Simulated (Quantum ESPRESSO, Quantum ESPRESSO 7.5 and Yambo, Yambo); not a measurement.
## BAs (F-43m): G0W0 with Yambo, start to end

How does a plane-wave GW calculation on BAs (F-43m) run from the first input to the gap?

Calculated with Quantum ESPRESSO 7.5 and Yambo 5.3.0; PBE and many-body steps on it, plane waves.

**What was measured.**

- Gap 1.82 eV: indirect gap from Tauc plot of optical absorption; UV-visible absorption, indirect Tauc plot; 300 K; bulk crystal (three thin as-grown single crystals with the same absorption edge) (“Photoluminescence mapping and time-domain thermo-photoluminescence for rapid imaging and measurement of thermal conductivity of boron arsenide”, 2019, arxiv:1910.07149).

- Gap 4.12 eV: direct gap from square of absorption coefficient, average of two samples; spectroscopic ellipsometry; 300 K; bulk crystal (CVT-grown opaque bulk crystals) (“Optical properties of cubic boron arsenide”, 2019, arxiv:1911.04914).

- Gap 2.02 eV: indirect gap from square root of absorption coefficient, average of three samples; transmission and reflection spectroscopy; 300 K; bulk crystal (CVT-grown platelets about 10 um thick) (“Optical properties of cubic boron arsenide”, 2019, arxiv:1911.04914).

### Step 1. The structure

It takes space group F-43m (No. 216, cubic). The conventional cell has a = 4.777 Å, b = 4.777 Å, c = 4.777 Å, α = 90.00°, β = 90.00°, γ = 90.00°. Nearest to B lie 4 As at 2.07 Å. Nearest to As lie 4 B at 2.07 Å. Farther neighbours are not listed.

The cell and positions come from the Crystallography Open Database and are kept as given unless a step says otherwise.

### Step 2. Ground state

This step: Quantum ESPRESSO 7.5; DFT, PBE, plane waves, norm-conserving pseudopotentials.

The ground-state density comes first.

Contents of pw.in:

```
&control
  calculation = 'scf'
  prefix = 'x'
  outdir = 'o'
  pseudo_dir = 'pseudo'
/
&system
  ibrav = 0
  nat = 2
  ntyp = 2
  ecutwfc = 100.0
  nbnd = 18
  force_symmorphic = .true.
/
&electrons
  conv_thr = 1e-10
  electron_maxstep = 80
  mixing_beta = 0.5
/
ATOMIC_SPECIES
  B 10.81 B.upf
  As 74.922 As.upf
CELL_PARAMETERS angstrom
  -0.0000000000 2.3885000000 2.3885000000
  2.3885000000 -0.0000000000 2.3885000000
  2.3885000000 2.3885000000 -0.0000000000
ATOMIC_POSITIONS crystal
  B 0.0000000000 0.0000000000 0.0000000000
  As 0.2500000000 0.2500000000 0.2500000000
K_POINTS automatic
  8 8 8 0 0 0
```

Run with:

```console
> OMP_NUM_THREADS=1 mpirun -n 4 pw.x -nk 4 -in pw.in > pw.out
```

The log of the run:

```text
Program PWSCF v.7.5 starts

     This program is part of the open-source Quantum ESPRESSO suite
     for quantum simulation of materials; please cite
         "P. Giannozzi et al., J. Phys.:Condens. Matter 21 395502 (2009);
         "P. Giannozzi et al., J. Phys.:Condens. Matter 29 465901 (2017);
         "P. Giannozzi et al., J. Chem. Phys. 152 154105 (2020);
     in publications or presentations arising from this work. More details at
     Message from routine setup:
     using ibrav=0 with symmetry is DISCOURAGED, use correct ibrav instead

     G-vector sticks info

     bravais-lattice index     =            0
     lattice parameter (alat)  =       6.3832  a.u.
     unit-cell volume          =     183.9087 (a.u.)^3
     number of atoms/cell      =            2
     number of atomic types    =            2
     number of electrons       =        26.00
     number of Kohn-Sham states=           18
     kinetic-energy cutoff     =     100.0000  Ry
     charge density cutoff     =     400.0000  Ry
     scf convergence threshold =      1.0E-10
     mixing beta               =       0.5000
     number of iterations used =            8  plain     mixing
     Exchange-correlation= PBE
                           (   1   4   3   4   0   0   0)

     celldm(1)=   6.383210  celldm(2)=   0.000000  celldm(3)=   0.000000
     celldm(4)=   0.000000  celldm(5)=   0.000000  celldm(6)=   0.000000

     crystal axes: (cart. coord. in units of alat)
               a(1) = (  -0.000000   0.707107   0.707107 )
               a(2) = (   0.707107  -0.000000   0.707107 )
               a(3) = (   0.707107   0.707107  -0.000000 )

     reciprocal axes: (cart. coord. in units 2 pi/alat)
               b(1) = ( -0.707107  0.707107  0.707107 )
               b(2) = (  0.707107 -0.707107  0.707107 )
               b(3) = (  0.707107  0.707107 -0.707107 )
     Pseudo is Norm-conserving + core correction, Zval =  3.0
     Generated using ONCVPSP code by D. R. Hamann
     Using radial grid of 1534 points,  4 beta functions with:
     Pseudo is Norm-conserving + core correction, Zval = 23.0
     Generated using ONCVPSP code by D. R. Hamann
     Using radial grid of 1358 points,  6 beta functions with:
     B                 3.00    10.81000     B ( 1.00)
     As               23.00    74.92200     As( 1.00)

     24 Sym. Ops. (no inversion) found

   Cartesian axes

     site n.     atom                  positions (alat units)
         1        B      tau(   1) = (   0.0000000   0.0000000   0.0000000  )
         2        As     tau(   2) = (   0.3535534   0.3535534   0.3535534  )

     number of k points=    29
                       cart. coord. in units 2pi/alat
        k(    1) = (   0.0000000   0.0000000   0.0000000), wk =   0.0039062
        k(    2) = (   0.0883883   0.0883883  -0.0883883), wk =   0.0312500
        k(    3) = (   0.1767767   0.1767767  -0.1767767), wk =   0.0312500
        k(    4) = (   0.2651650   0.2651650  -0.2651650), wk =   0.0312500
        k(    5) = (  -0.3535534  -0.3535534   0.3535534), wk =   0.0156250
        k(    6) = (   0.1767767   0.0000000   0.0000000), wk =   0.0234375
        k(    7) = (   0.2651650   0.0883883  -0.0883883), wk =   0.0937500
        k(    8) = (   0.3535534   0.1767767  -0.1767767), wk =   0.0937500
        k(    9) = (  -0.2651650  -0.4419417   0.4419417), wk =   0.0937500
        k(   10) = (  -0.1767767  -0.3535534   0.3535534), wk =   0.0937500
     [... 17 further rows ...]
        k(   28) = (  -0.7071068   0.1767767  -0.0000000), wk =   0.0468750
        k(   29) = (  -0.7071068   0.3535534   0.0000000), wk =   0.0234375

     Dense  grid:    24933 G-vectors     FFT dimensions: (  45,  45,  45)

     Initial potential from superposition of free atoms

     starting charge      25.9995, renormalised to      26.0000
     Starting wfcs are   17 randomized atomic wfcs +    1 random wfcs

     per-process dynamical memory:    28.0 Mb

     Self-consistent Calculation

     iteration #  1     ecut=   100.00 Ry     beta= 0.50

     Threshold (ethr) on eigenvalues was too large:
     Diagonalizing with lowered threshold

     total energy              =    -616.36632469 Ry
     estimated scf accuracy    <       0.15484101 Ry

     iteration #  2     ecut=   100.00 Ry     beta= 0.50

     total energy              =    -616.39434790 Ry
     estimated scf accuracy    <       0.01138268 Ry

     iteration #  3     ecut=   100.00 Ry     beta= 0.50

     total energy              =    -616.39524841 Ry
     estimated scf accuracy    <       0.00166439 Ry

     iteration #  4     ecut=   100.00 Ry     beta= 0.50

     total energy              =    -616.39531919 Ry
     estimated scf accuracy    <       0.00003906 Ry

     iteration #  5     ecut=   100.00 Ry     beta= 0.50

     total energy              =    -616.39532577 Ry
     estimated scf accuracy    <       0.00000277 Ry

     iteration #  6     ecut=   100.00 Ry     beta= 0.50

     total energy              =    -616.39532626 Ry
     estimated scf accuracy    <       0.00000018 Ry

     iteration #  7     ecut=   100.00 Ry     beta= 0.50

     total energy              =    -616.39532630 Ry
     estimated scf accuracy    <       0.00000002 Ry

     iteration #  8     ecut=   100.00 Ry     beta= 0.50

     total energy              =    -616.39532631 Ry
     estimated scf accuracy    <          2.4E-09 Ry

     iteration #  9     ecut=   100.00 Ry     beta= 0.50

     total energy              =    -616.39532631 Ry
     estimated scf accuracy    <          5.6E-10 Ry

     iteration # 10     ecut=   100.00 Ry     beta= 0.50

     End of self-consistent calculation

          k = 0.0000 0.0000 0.0000 (  3119 PWs)   bands (ev):

  -173.2771-116.6590-116.6590-116.6590 -23.6917 -23.6917 -23.6917 -23.6721
   -23.6721  -3.2329  12.1652  12.1652  12.1652  15.4540  15.4540  15.4540
    16.8509  21.7655

          k = 0.0884 0.0884-0.0884 (  3092 PWs)   bands (ev):

  -173.2771-116.6590-116.6590-116.6590 -23.6913 -23.6906 -23.6906 -23.6720
   -23.6720  -2.9769  10.2039  11.7279  11.7279  15.5689  16.0312  16.0312
    18.1294  22.7110

          k = 0.1768 0.1768-0.1768 (  3104 PWs)   bands (ev):

  -173.2771-116.6590-116.6590-116.6590 -23.6901 -23.6883 -23.6883 -23.6713
   -23.6713  -2.2319   7.2340  11.0180  11.0180  15.2404  16.8332  16.8332
    20.0766  23.4880

          k = 0.2652 0.2652-0.2652 (  3097 PWs)   bands (ev):

     [... further k-points ...]

     highest occupied, lowest unoccupied level (ev):    12.1652   13.3722

!    total energy              =    -616.39532631 Ry
     estimated scf accuracy    <          1.7E-11 Ry

     The total energy is the sum of the following terms:
     one-electron contribution =    -522.16253670 Ry
     hartree contribution      =     249.08349149 Ry
     xc contribution           =     -57.81061323 Ry
     ewald contribution        =    -285.50566787 Ry

     convergence has been achieved in  10 iterations

     XML data file, charge density, pseudopotentials, collected wavefunctions

=------------------------------------------------------------------------------=
   JOB DONE.
=------------------------------------------------------------------------------=
```

The job ended after 11 s (4 MPI ranks of Arm Neoverse V1, shared host; peak memory 0.25 GiB; 42 s of CPU time).

Numbers from this step:

- total energy: -8386.4857 eV
- gap: 1.207 eV
- k of the valence top: 0, 0, 0
- k of the conduction bottom: 0, 0.375, 0.375
- least direct gap: 3.289 eV

The gap is indirect, with the least direct gap 2.08 eV higher.

### Step 3. Bands along the symmetry lines

The cheap functional maps the bands first; the places of the edges decide which points the dearer methods must see.

Contents of pw.in:

```
&control
  calculation = 'bands'
  prefix = 'x'
  outdir = 'o'
  pseudo_dir = 'pseudo'
/
&system
  ibrav = 0
  nat = 2
  ntyp = 2
  ecutwfc = 100.0
  nbnd = 19
  force_symmorphic = .true.
/
&electrons
  conv_thr = 1e-9
  electron_maxstep = 80
  diago_full_acc = .true.
  diago_thr_init = 5e-6
/
ATOMIC_SPECIES
  B 10.81 B.upf
  As 74.922 As.upf
CELL_PARAMETERS angstrom
  -0.0000000000 2.3885000000 2.3885000000
  2.3885000000 -0.0000000000 2.3885000000
  2.3885000000 2.3885000000 -0.0000000000
ATOMIC_POSITIONS crystal
  B 0.0000000000 0.0000000000 0.0000000000
  As 0.2500000000 0.2500000000 0.2500000000
K_POINTS crystal
  50
  0.00000000 0.00000000 0.00000000 1
  -0.06250000 -0.06250000 0.00000000 1
  -0.12500000 -0.12500000 0.00000000 1
  -0.18750000 -0.18750000 0.00000000 1
  -0.25000000 -0.25000000 0.00000000 1
  -0.31250000 -0.31250000 0.00000000 1
  -0.37500000 -0.37500000 0.00000000 1
  -0.43750000 -0.43750000 0.00000000 1
  -0.50000000 -0.50000000 0.00000000 1
  -0.48437500 -0.48437500 0.03125000 1
  -0.46875000 -0.46875000 0.06250000 1
  -0.45312500 -0.45312500 0.09375000 1
  -0.43750000 -0.43750000 0.12500000 1
  -0.42187500 -0.42187500 0.15625000 1
  -0.40625000 -0.40625000 0.18750000 1
  -0.39062500 -0.39062500 0.21875000 1
  -0.37500000 -0.37500000 0.25000000 1
  -0.37500000 0.00000000 0.37500000 1
  -0.32812500 0.00000000 0.32812500 1
  -0.28125000 0.00000000 0.28125000 1
  -0.23437500 0.00000000 0.23437500 1
  -0.18750000 0.00000000 0.18750000 1
  -0.14062500 0.00000000 0.14062500 1
  -0.09375000 0.00000000 0.09375000 1
  -0.04687500 0.00000000 0.04687500 1
  0.00000000 0.00000000 0.00000000 1
  0.00000000 0.00000000 0.06250000 1
  0.00000000 0.00000000 0.12500000 1
  0.00000000 0.00000000 0.18750000 1
  0.00000000 0.00000000 0.25000000 1
  0.00000000 0.00000000 0.31250000 1
  0.00000000 0.00000000 0.37500000 1
  0.00000000 0.00000000 0.43750000 1
  -0.00000000 -0.00000000 0.50000000 1
  -0.06250000 -0.03125000 0.46875000 1
  -0.12500000 -0.06250000 0.43750000 1
  -0.18750000 -0.09375000 0.40625000 1
  -0.25000000 -0.12500000 0.37500000 1
  -0.31250000 -0.15625000 0.34375000 1
  -0.37500000 -0.18750000 0.31250000 1
  -0.43750000 -0.21875000 0.28125000 1
  -0.50000000 -0.25000000 0.25000000 1
  -0.50000000 -0.28125000 0.21875000 1
  -0.50000000 -0.31250000 0.18750000 1
  -0.50000000 -0.34375000 0.15625000 1
  -0.50000000 -0.37500000 0.12500000 1
  -0.50000000 -0.40625000 0.09375000 1
  -0.50000000 -0.43750000 0.06250000 1
  -0.50000000 -0.46875000 0.03125000 1
  -0.50000000 -0.50000000 0.00000000 1
```

The log of the run:

```text
[banner, memory and clock lines left out]
Program PWSCF v.7.5 starts

     Atomic positions and unit cell read from directory:
     o/x.save/

     Message from routine setup:
     using ibrav=0 with symmetry is DISCOURAGED, use correct ibrav instead

     G-vector sticks info

     bravais-lattice index     =            0
     lattice parameter (alat)  =       6.3832  a.u.
     unit-cell volume          =     183.9087 (a.u.)^3
     number of atoms/cell      =            2
     number of atomic types    =            2
     number of electrons       =        26.00
     number of Kohn-Sham states=           19
     kinetic-energy cutoff     =     100.0000  Ry
     charge density cutoff     =     400.0000  Ry
     Exchange-correlation= PBE
                           (   1   4   3   4   0   0   0)

     celldm(1)=   6.383210  celldm(2)=   0.000000  celldm(3)=   0.000000
     celldm(4)=   0.000000  celldm(5)=   0.000000  celldm(6)=   0.000000

     crystal axes: (cart. coord. in units of alat)
               a(1) = (  -0.000000   0.707107   0.707107 )
               a(2) = (   0.707107  -0.000000   0.707107 )
               a(3) = (   0.707107   0.707107  -0.000000 )

     reciprocal axes: (cart. coord. in units 2 pi/alat)
               b(1) = ( -0.707107  0.707107  0.707107 )
               b(2) = (  0.707107 -0.707107  0.707107 )
               b(3) = (  0.707107  0.707107 -0.707107 )
     Pseudo is Norm-conserving + core correction, Zval =  3.0
     Generated using ONCVPSP code by D. R. Hamann
     Using radial grid of 1534 points,  4 beta functions with:
     Pseudo is Norm-conserving + core correction, Zval = 23.0
     Generated using ONCVPSP code by D. R. Hamann
     Using radial grid of 1358 points,  6 beta functions with:
     B                 3.00    10.81000     B ( 1.00)
     As               23.00    74.92200     As( 1.00)

     24 Sym. Ops. (no inversion) found

   Cartesian axes

     site n.     atom                  positions (alat units)
         1        B      tau(   1) = (   0.0000000   0.0000000   0.0000000  )
         2        As     tau(   2) = (   0.3535534   0.3535534   0.3535534  )

     number of k points=    50
                       cart. coord. in units 2pi/alat
        k(    1) = (   0.0000000   0.0000000   0.0000000), wk =   0.0400000
        k(    2) = (   0.0000000   0.0000000  -0.0883883), wk =   0.0400000
        k(    3) = (   0.0000000   0.0000000  -0.1767767), wk =   0.0400000
[...]
[... 38 further rows ...]
        k(   49) = (   0.0441942  -0.0000000  -0.7071068), wk =   0.0400000
        k(   50) = (   0.0000000   0.0000000  -0.7071068), wk =   0.0400000

     Dense  grid:    24933 G-vectors     FFT dimensions: (  45,  45,  45)

     The potential is recalculated from file :
     o/x.save/charge-density

     Starting wfcs are   17 randomized atomic wfcs +    2 random wfcs

     Band Structure Calculation

     End of band structure calculation

          k = 0.0000 0.0000 0.0000 (  3119 PWs)   bands (ev):

  -173.2770-116.6589-116.6589-116.6589 -23.6917 -23.6917 -23.6917 -23.6720
   -23.6720  -3.2329  12.1652  12.1652  12.1652  15.4540  15.4540  15.4540
    16.8509  21.7656  25.3322

          k = 0.0000 0.0000-0.0884 (  3115 PWs)   bands (ev):

  -173.2770-116.6589-116.6589-116.6589 -23.6919 -23.6911 -23.6911 -23.6722
   -23.6718  -3.1471  11.7377  11.7838  11.7838  15.2182  15.9295  15.9295
    17.2349  22.1194  23.9086

          k = 0.0000 0.0000-0.1768 (  3107 PWs)   bands (ev):

  -173.2770-116.6589-116.6589-116.6589 -23.6925 -23.6894 -23.6894 -23.6728
   -23.6711  -2.8912  10.7175  11.0060  11.0060  14.7555  16.9850  16.9850
    17.8021  22.3845  23.0796

          k =-0.0000 0.0000-0.2652 (  3122 PWs)   bands (ev):

[...]
k = 0.0000 0.0000-0.3536 (  3122 PWs)   bands (ev):

[...]
k = 0.0000-0.0000-0.4419 (  3090 PWs)   bands (ev):

[...]
k =-0.0000 0.0000-0.5303 (  3090 PWs)   bands (ev):

[...]
k = 0.0000-0.0000-0.6187 (  3102 PWs)   bands (ev):

[...]
k = 0.5303-0.0000-0.5303 (  3108 PWs)   bands (ev):

[...]
k = 0.0000 0.0000 0.0000 (  3119 PWs)   bands (ev):

[...]
k = 0.1326 0.0000-0.7071 (  3126 PWs)   bands (ev):

[...]
k = 0.0884-0.0000-0.7071 (  3106 PWs)   bands (ev):

[...]
k = 0.0442-0.0000-0.7071 (  3104 PWs)   bands (ev):

  -173.2770-116.6590-116.6589-116.6589 -23.6966 -23.6779 -23.6760 -23.6758
   -23.6661   0.9521   3.6654   8.0299   8.0376  13.7217  13.7363  23.4411
    23.4928  24.9847  29.1559

          k = 0.0000 0.0000-0.7071 (  3138 PWs)   bands (ev):

  -173.2770-116.6590-116.6590-116.6590 -23.6968 -23.6780 -23.6759 -23.6759
   -23.6660   0.9463   3.6514   8.0912   8.0912  13.6158  13.6240  23.5578
    23.5578  25.0446  29.4487

     XML data file, pseudopotentials, collected wavefunctions
```

The job ended after 4.1 s (4 MPI ranks; peak memory 0.22 GiB).

This step gave:

```
gap                        : 1.207 eV
k of the valence top       : 0, 0, 0
k of the conduction bottom : -0.375, -0.375, 0
least direct gap           : 3.289 eV
```

The gap is 1.207 eV, as in the run before at this level.

The electronic bands at the labelled points (eV, zero at the top of the highest filled band):

```csv
point,band 10,band 11,band 12,band 13,band 14,band 15,band 16,band 17
Γ,-15.40,0.00,0.00,0.00,3.29,3.29,3.29,4.69
halfway,-14.05,-4.09,-2.70,-2.70,1.67,4.55,7.41,7.41
X,-11.22,-8.51,-4.07,-4.07,1.45,1.46,11.39,11.39
halfway,-11.19,-8.41,-4.90,-3.92,1.61,2.81,10.72,10.82
U,-11.26,-8.13,-5.94,-3.48,2.06,5.56,9.24,9.78
jump to K,-11.26,-8.13,-5.94,-3.48,2.06,5.56,9.24,9.78
halfway,-13.91,-5.13,-3.78,-1.13,3.99,4.92,5.80,7.01
Γ,-15.40,0.00,0.00,0.00,3.29,3.29,3.29,4.69
halfway,-14.40,-4.93,-1.15,-1.15,3.08,4.67,4.67,7.91
L,-12.53,-8.77,-1.82,-1.82,2.70,4.80,4.80,8.90
halfway,-11.96,-8.28,-4.55,-3.07,3.98,4.79,7.48,9.06
W,-11.06,-8.05,-5.48,-5.19,5.27,5.95,6.83,7.06
halfway,-11.14,-8.31,-4.81,-4.69,2.90,3.02,9.72,10.01
X,-11.22,-8.51,-4.07,-4.07,1.45,1.46,11.39,11.39
```

The electronic bands as a text plot (rows in eV, shown from -8.0 to 7.2 only):

```
    6.9 |                   +++++++        +            +++
    6.3 |    +                     ++    ++          +   ++
    5.6 |  +++            +   +++                   +   +  +
    5.0 |++++            +      +++  ++++    +++++++  ++ +++
    4.4 |     ++                 ++++      ++       ++ ++   +
    3.7 | +     ++      +     ++++++++  +++          ++
    3.1 |++            +    ++       +++ +++++++  +++        +
    2.5 |  ++     +        +                    ++            +
    1.8 |    +++   ++ +++++                                    ++
    1.2 |       +++++++
    0.6 |
   -0.1 |**                        ******
   -0.7 | *                      **  *  ****
   -1.3 |  **                   *  **       ****
   -2.0 |    *                **   **    **     *****
   -2.6 |    ***            **   **                 **
   -3.2 |       **        **               *          *
   -3.9 |     **  ********      ***                  * *        *
   -4.5 |             *       **                      * **   ***
   -5.1 |              **       *           *          *  ***
   -5.8 |       **       *****                          ***
   -6.4 |                     **             **
   -7.0 |         *         **
   -7.7 |          **      *                   *        *
         Γ           X  U|K            Γ         L        W     X
```

(Part 1 of 3 ends here.)

[Paths, hosts, dates, memory and timing lines, banners, echoed tables and standing remarks are left out of the program output.]

[Logs are printed without paths, hosts, clocks, repeated set-up lines and the standing remarks that a program may print on its own settings, such as how far it seeks lower states.]

[Runs of the session that timed out or met a known fault of the program may be left out.]

[Hosts, paths, dates, database ids (printed as entryN), source tags and the programs' standing remarks are cut or masked in the printed files.]
